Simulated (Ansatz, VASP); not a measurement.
## BaTe: VASP beside Ansatz

File INCAR:

```
SYSTEM = BaTe
ALGO = Normal
EDIFF = 1E-6
EDIFFG = -0.015
ENCUT = 600
GGA = PS
IBRION = 2
ISIF = 3
ISMEAR = 0
LASPH = .True.
LCHARG = .False.
LREAL = .False.
LWAVE = .False.
NELM = 100
NSW = 80
PREC = Accurate
SIGMA = 0.01
```

File KPOINTS:

```
k-points
0
Gamma
  6 6 6
  0 0 0
```

File POSCAR:

```
BaTe
1.0
    6.9402189803      0.0000000000      0.0000000000
    0.0000000000     -6.9402189803      0.0000000000
    0.0000000000      0.0000000000     -6.9402189803
Ba Te
4 4
Direct
    0.0000000000      0.0000000000      0.0000000000
    0.5000000000      0.5000000000      0.0000000000
    0.5000000000      0.0000000000      0.5000000000
    0.0000000000      0.5000000000      0.5000000000
    0.5000000000      1.0000000000      1.0000000000
    0.0000000000      0.5000000000      1.0000000000
    0.0000000000      1.0000000000      0.5000000000
    0.5000000000      0.5000000000      0.5000000000
```

Input for Ansatz:

```yaml
crystal:
  lattice:
    - [6.9402189803, 0.0, 0.0]
    - [0.0, -6.9402189803, 0.0]
    - [0.0, 0.0, -6.9402189803]
  atoms:
    - { symbol: Ba, position: [0.0, 0.0, 0.0] }
    - { symbol: Ba, position: [0.5, 0.5, 0.0] }
    - { symbol: Ba, position: [0.5, 0.0, 0.5] }
    - { symbol: Ba, position: [0.0, 0.5, 0.5] }
    - { symbol: Te, position: [0.5, 1.0, 1.0] }
    - { symbol: Te, position: [0.0, 0.5, 1.0] }
    - { symbol: Te, position: [0.0, 1.0, 0.5] }
    - { symbol: Te, position: [0.5, 0.5, 0.5] }
basis:
  ecutwfc: 420
kpoints:
  mp_grid: { grid: [6, 6, 6] }
hamiltonian:
  xc: pbesol
scf:
  occupations: { method: gaussian, width: 0.01 }
output:
  forces: true
  stress: true
  eigenvalues: true
relax:
  adjacent_minimum: "off"
  f_tol: 0.015
  max_steps: 60
  cell: { stress_tol: 0.15 }
```

Alike in both runs: task relaxation of cell and atoms; functional PBEsol; k mesh 6 × 6 × 6; occupations gaussian, width 0.01 eV; no spin polarisation.

```csv
,VASP,Ansatz
version,VASP 6.6.1,Ansatz 0.2.0
potentials or method,"VASP PAW PBE potentials, release 64 (Ba_sv, Te)","scalar-relativistic, plane waves, PAW"
plane-wave cutoff (eV),600,420
valence electrons in the cell,64,104
```

```tsv
	VASP	Ansatz	Ansatz less VASP
gap on the k mesh at the Fermi level, each at its own relaxed structure (eV)	1.40	1.46	+0.061
relaxed volume (Å³/atom)	42.30	41.79	-0.516
relaxed cell length with the largest relative difference (Å)	6.969	6.940	-0.0284
```

The two sets of potentials don't hold the same shells in valence.

Caveats: the PAW data sets were made with another functional, which shifts forces and pressure a little (VASP); spin-orbit coupling is left out, which moves the levels of the heavy elements. A k mesh can miss the band edges.
